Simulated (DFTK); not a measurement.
Runs of DFTK 0.8.2 on Au. The typed cell holds 1 atom: a = 2.930 Å, b = 2.886 Å, c = 2.882 Å, α = 57.93°, β = 64.48°, γ = 57.26°. This isn't the form of Au at room conditions, which is fcc.

```tsv
level	gap on the mesh (eV)	pressure (GPa)
BJ06	none	-
PBEsol	none	(a)
LDA	none	-2.5
r2SCAN	none	6.4
```

Alike in all rows: task band structure; potentials or basis SG15 1.2 (PBE); no spin polarisation; cell as given; k mesh 6 × 7 × 6; cutoff (eV) 1225; smearing fermi-dirac 0.05 eV; the mesh is coarse, so values aren't converged.

Estimate the missing entries.

(a) 1.9.

Caveats: all runs use coarse meshes; the potentials were made for another functional, which shifts forces and pressure; spin-orbit coupling is left out, which moves the levels of the heavy elements; the program leaves the constant c of mgga_x_tb09 at 1, so the potential is Becke-Johnson's (BJ06) and not Tran and Blaha's, with levels but no total energy (some runs).

A k mesh can miss the band edges, and the runs leave out spin-orbit coupling on Au.

A gap of «none» marks a metal or a gap under the smearing width.

Runs at the PBE level aren't shown here.
